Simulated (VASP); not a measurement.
# AlN (F-43m) under biaxial strain in the (111) plane

How do the elastic response and the band edges of AlN follow biaxial strain in the (111) plane?

Calculated with VASP 6.6.1; LDA; plane waves and PAW (Al, N); cell typed or built by script, in the first sound run; inputs show where later runs differ.

This is a report of a sequence of runs, with most program output left out.

## (1) The structure

It takes space group F-43m (No. 216, cubic). Conventional cell: a = 4.380 Å, b = 4.380 Å, c = 4.380 Å, α = 90.00°, β = 90.00°, γ = 90.00°. Nearest to Al lie 4 N at 1.90 Å. N has 4 Al at 1.90 Å nearest. Farther neighbours and most contacts between anions are not listed.

## (2) Relax the crystal, LDA

The series starts from the cell that this level prefers, so that zero strain is near zero stress.

This step took 2 runs in a row; the last is shown.

Level: LDA; plane waves and PAW (Al, N); cell typed or built by script.

The input, INCAR:

```
SYSTEM = AlN
PREC = Accurate
ENCUT = 600
EDIFF = 1E-07
NELM = 120
ISMEAR = 0
SIGMA = 0.02
LREAL = .FALSE.
ALGO = Normal
GGA = CA
NBANDS = 10
LASPH = .TRUE.
LORBIT = 11
LWAVE = .FALSE.
LCHARG = .FALSE.
KPAR = 12
IBRION = 2
NSW = 40
ISIF = 3
EDIFFG = -0.005
POTIM = 0.4
```

The input, POSCAR:

```
AlN
1.0
    0.0000000000      2.1729629977      2.1729629977
    2.1729629977      0.0000000000      2.1729629977
    2.1729629977      2.1729629977      0.0000000000
Al N
1 1
Direct
    0.0000000000      0.0000000000      0.0000000000
    0.2500000000      0.2500000000      0.2500000000
```

The input, KPOINTS:

```
Automatic mesh
0
Gamma
12 12 12
0 0 0
```

PAW data sets: Al and N (LDA family, release 64).

Command:

```bash
$ mpirun -np 12 vasp_std
```

Run time: 5 s. Hardware: 12 MPI ranks of AMD EPYC 7R43, shared host; peak memory 1.4 GiB; 50 s of CPU time.

Read from the output:

- energy(sigma→0) of the program: -16.3762 eV
- stress, compression positive: 0.01 along [111], 0.01 across it (mean), GPa
- volume: 20.520 Å³
- ionic steps: 1

## (3) Strain along the normal, LDA

One member in full: the plane is strained by -0.5 %, and the strain along the normal is moved by secant steps until the normal stress is under 0.012 GPa or five steps are spent; the atoms relax at each step.

This step took 4 runs, each at a new trial strain with the atoms of the one before; the last is shown.

Level: LDA; plane waves and PAW (Al, N); cell typed or built by script.

INCAR, as its differences from that of step 2:

```diff
@@ -15,7 +15,7 @@
 LCHARG = .FALSE.
-KPAR = 12
-IBRION = 2
-NSW = 40
-ISIF = 3
-EDIFFG = -0.005
-POTIM = 0.4
+KPAR = 3
+IBRION = 1
+NSW = 25
+ISIF = 2
+EDIFFG = -0.004
+POTIM = 0.3
```

The input, POSCAR:

```
AlN
1.0
    0.0099427720      2.1720409540      2.1720409540
    2.1720409540      0.0099427720      2.1720409540
    2.1720409540      2.1720409540      0.0099427720
Al N
1 1
Direct
    0.0003254322      0.0003254322      0.0003254322
    0.2496745678      0.2496745678      0.2496745678
```

KPOINTS is that of step 2.

Command:

```bash
$ mpirun -np 3 vasp_std
```

The job ended after 21 s (3 MPI ranks; peak memory 0.38 GiB).

Numbers from this step:

* energy(sigma→0) of the program: -16.3743 eV
* stress, compression positive: 0.00 along [111], 2.65 across it (mean), GPa
* ionic steps: 1

## (4) Band edges, TB-mBJ with spin-orbit coupling

Short lines in KPOINTS_OPT sample the zone centre along and across the normal of the plane, for masses, and the other valleys.

Level: TB-mBJ, spin-orbit coupling; plane waves and PAW (Al, N); cell typed or built by script.

TB-mBJ has no energy functional, so the total energy, stress and pressure in this output mean nothing.

The input, INCAR:

```
SYSTEM = AlN
PREC = Accurate
ENCUT = 600
EDIFF = 1E-06
NELM = 150
ISMEAR = 0
SIGMA = 0.02
LREAL = .FALSE.
ALGO = Normal
METAGGA = MBJ
LASPH = .TRUE.
LNONCOLLINEAR = .TRUE.
MAGMOM = 0 0 0 0 0 0
NBANDS = 18
GGA_COMPAT = .FALSE.
LSORBIT = .TRUE.
LWAVE = .FALSE.
LCHARG = .FALSE.
KPAR = 3
```

POSCAR is that of step 3.

The input, KPOINTS:

```
Automatic mesh
0
Gamma
9 9 9
0 0 0
```

The input, KPOINTS_OPT:

```
Line mode
6
Line-mode
Reciprocal
  0.00000000   0.00000000   0.00000000
  0.02000416   0.02000416   0.02000416

  0.00000000   0.00000000   0.00000000
 -0.01216608   0.01216608   0.00000000

  0.31000000   0.31000000   0.00000000
  0.50000000   0.50000000   0.00000000

  0.00000000   0.31000000   0.31000000
  0.00000000   0.50000000   0.50000000

  0.45000000   0.45000000   0.45000000
  0.50000000   0.50000000   0.50000000

  0.45000000   0.00000000   0.00000000
  0.50000000   0.00000000   0.00000000

  0.42500000   0.42500000   0.00000000
  0.42507912   0.44228455   0.01728455

  0.50000000   0.50000000   0.50000000
  0.48783392   0.51216608   0.50000000
```

Command:

```bash
$ mpirun -np 3 vasp_ncl
```

The job ended after 12 min (3 MPI ranks; peak memory 1.1 GiB).

## (5) Band edges, r2SCAN with spin-orbit coupling

Level: r2SCAN, spin-orbit coupling; plane waves and PAW (Al, N); cell typed or built by script.

INCAR, as its differences from that of step 4:

```diff
@@ -4,3 +4,3 @@
 EDIFF = 1E-06
-NELM = 150
+NELM = 100
 ISMEAR = 0
@@ -9,3 +9,3 @@
 ALGO = Normal
-METAGGA = MBJ
+METAGGA = R2SCAN
 LASPH = .TRUE.
```

POSCAR is that of step 4.

KPOINTS is that of step 4.

KPOINTS_OPT is that of step 4.

Command:

```bash
$ mpirun -np 3 vasp_ncl
```

Wall time 11 min (3 MPI ranks); peak memory 1.1 GiB; 33 min of CPU time.

Numbers from this step:

| Property | Result |
| --- | --- |
| energy(sigma→0) of the program | -58.0104 eV |
| stress, compression positive | 2.50 along [111], 5.32 across it (mean), GPa |

The run ends at a pressure of 4.38 GPa, with forces up to 7.6e-4 eV/Å.

## (6) All members

Runs beyond LDA use the data sets made with LDA; this shifts their levels slightly, and their total energies have another zero (at TB-mBJ, which has no energy functional, they mean nothing).

The other members went through these steps as far as the tables show, with the same cutoff and, step by step, the same mesh; 48 runs are not shown. The session took 11 core hours (wall time by ranks) on a shared machine.

```tsv
in-plane strain (%)	strain along the normal (%)	in-plane stress, tension positive (GPa)	energy above the unstrained row (meV/atom)	gap on the mesh, LDA (eV)
-2.000	0.760	-11.120	14.173	3.136
-1.500	0.569	-8.193	7.966	3.164
-1.000	0.379	-5.367	3.572	3.189
-0.500	0.186	-2.650	0.933	3.212
0	0.000	-0.010	0.000	3.230
0.500	-0.180	2.538	0.718	3.187
1.000	-0.366	4.971	3.038	3.142
1.500	-0.548	7.319	6.916	3.099
2.000	-0.728	9.578	12.295	3.056
```

Slopes at zero strain, from cubics through all rows: strain ratio -0.371, stress over strain 517 GPa.

Band edges at TB-mBJ with spin-orbit coupling, counted from the valence-band top at Γ, spin-orbit pairs averaged, with one row partly withheld:

```tsv
in-plane strain (%)	gap (eV)	conduction band at Γ (eV)	Δ or X valley along z (eV)	Δ or X valley along x (eV)	lowest conduction level at L, [111] (eV)	lowest conduction level at L, [-111] (eV)	second valence level below the top (eV)	third valence level below the top (eV)
-2.000	4.761	5.643	4.761	4.761	9.129	8.820	0.012	0.270
-1.500	4.784	5.604	4.784	4.784	9.019	8.793	0.012	0.199
-1.000	4.802	5.560	4.802	4.802	8.910	8.762	0.011	0.132
-0.500	4.817	5.512	4.817	4.817	8.801	8.729	0.011	0.067
0	4.829	5.459	4.829	4.829	8.691	8.691	0.000	0.018
0.500	4.785	5.351	4.785	4.785	?	8.600	0.051	0.064
1.000	4.737	5.237	4.737	4.737	8.368	8.504	0.105	0.118
1.500	4.689	5.125	4.689	4.689	8.210	8.410	0.155	0.167
2.000	4.641	5.012	4.641	4.641	8.055	8.316	0.202	0.214
```

Conduction masses, in electron masses:

```tsv
in-plane strain (%)	conduction mass at Γ, along the strain axis or the normal of the plane	conduction mass at Γ, across the strain axis or in the plane
-2.000	0.320	0.353
-1.500	0.323	0.349
-1.000	0.327	0.345
-0.500	0.330	0.339
0	0.331	0.331
0.500	0.333	0.324
1.000	0.336	0.321
1.500	0.338	0.316
2.000	0.343	0.314
```

Band edges at r2SCAN with spin-orbit coupling, counted from the valence-band top at Γ, spin-orbit pairs averaged:

```tsv
in-plane strain (%)	gap (eV)	conduction band at Γ (eV)	Δ or X valley along z (eV)	Δ or X valley along x (eV)	lowest conduction level at L, [111] (eV)	lowest conduction level at L, [-111] (eV)	second valence level below the top (eV)	third valence level below the top (eV)
-2.000	3.853	5.218	3.853	3.853	8.808	8.463	0.013	0.285
-1.500	3.880	5.178	3.880	3.880	8.690	8.437	0.012	0.211
-1.000	3.903	5.132	3.903	3.903	8.572	8.407	0.012	0.140
-0.500	3.923	5.083	3.923	3.923	8.455	8.374	0.011	0.071
0	3.939	5.028	3.939	3.939	8.338	8.338	0.000	0.019
0.500	3.897	4.915	3.897	3.897	8.166	8.243	0.055	0.068
1.000	3.849	4.795	3.849	3.849	7.993	8.144	0.113	0.126
1.500	3.802	4.677	3.802	3.802	7.824	8.046	0.166	0.179
2.000	3.755	4.558	3.756	3.756	7.659	7.949	0.217	0.230
```

Conduction masses, in electron masses:

```tsv
in-plane strain (%)	conduction mass at Γ, along the strain axis or the normal of the plane	conduction mass at Γ, across the strain axis or in the plane
-2.000	0.293	0.328
-1.500	0.293	0.319
-1.000	0.297	0.313
-0.500	0.300	0.309
0	0.304	0.304
0.500	0.305	0.298
1.000	0.305	0.292
1.500	0.309	0.287
2.000	0.309	0.283
```

## (7) Working out the slope

The quantity to fit is the splitting of the lowest conduction levels at the L points ([111] less [-111]) at TB-mBJ with spin-orbit coupling: 0.308, 0.226, 0.148, 0.072, 0.000, -0.136, -0.200, -0.261 eV in the rows shown.

A least-squares parabola through the 8 rows shown, with d the strain along the axis less the strain across it, in %: E = 0.002895 d² + 0.1036 d − 5.89e-5 (eV), r.m.s. residual 3.0e-4 eV.

At d = -0.6799 this predicts -0.0692 eV.

## (8) The withheld row

The calculation gives -0.0691 eV, so the prediction is 0.0001 eV too low.

The splitting is Ξu times 8/9 of d, with d as a fraction, so the linear term gives Ξu = 11.7 eV.

## (9) Outcome

```json
{
 "ratio of normal to in-plane strain": "-0.371",
 "biaxial modulus": "517 GPa",
 "gap of the unstrained cell, TB-mBJ with spin-orbit coupling": "4.83 eV",
 "gap of the unstrained cell, r2SCAN with spin-orbit coupling": "3.94 eV",
 "shear deformation potential Ξu of the lowest conduction levels at L": "11.7 eV",
 "error of the predicted row": "-0.1 meV"
}
```

**Reading.** As a check, the curvature of the energy gives 516 GPa for the same modulus (energy per volume = M × strain²), 0 % from the slope of the stress. The energy also has a linear term worth 0.16 GPa that the stress column lacks, a mark of the finite basis. At TB-mBJ with spin-orbit coupling the lowest conduction valley is Δ or X throughout, and the gap runs between 4.64 and 4.83 eV. At r2SCAN with spin-orbit coupling the lowest conduction valley is Δ or X throughout, and the gap runs between 3.75 and 3.94 eV. Hole masses are left out throughout, since the top bands are degenerate or cross in many series; of conduction masses, those of the Γ, L and (for Si and Ge under (001) strain) Δ valleys are kept where they change by under an eighth between rows. TB-mBJ is a potential fitted for gaps; it has no energy functional, so its total energies and forces mean nothing, and its bands tend to come out too narrow. r2SCAN opens gaps somewhat over GGA but leaves them below measured values as a rule. Δ or X levels are the lowest on their line, refined by a parabola unless they lie at X; the gap is read from all points sampled and can differ from the lowest valley by some meV, or by tens of meV where strain moves the valence top off Γ. Temperature, zero-point motion and excitons are left out.

[Lines on the potential files, build, host, timing and source positions are cut from VASP's logs without a mark.]

[Logs are printed without paths, hosts, clocks, repeated set-up lines and the standing remarks that a program may print on its own settings, such as how far it seeks lower states.]

[Hosts, paths, dates, database ids (printed as entryN), source tags and the programs' standing remarks are cut or masked in the printed files.]

[In band tables of VASP the shares of atoms and orbitals are scaled to a sum of 1 inside the atoms' spheres.]
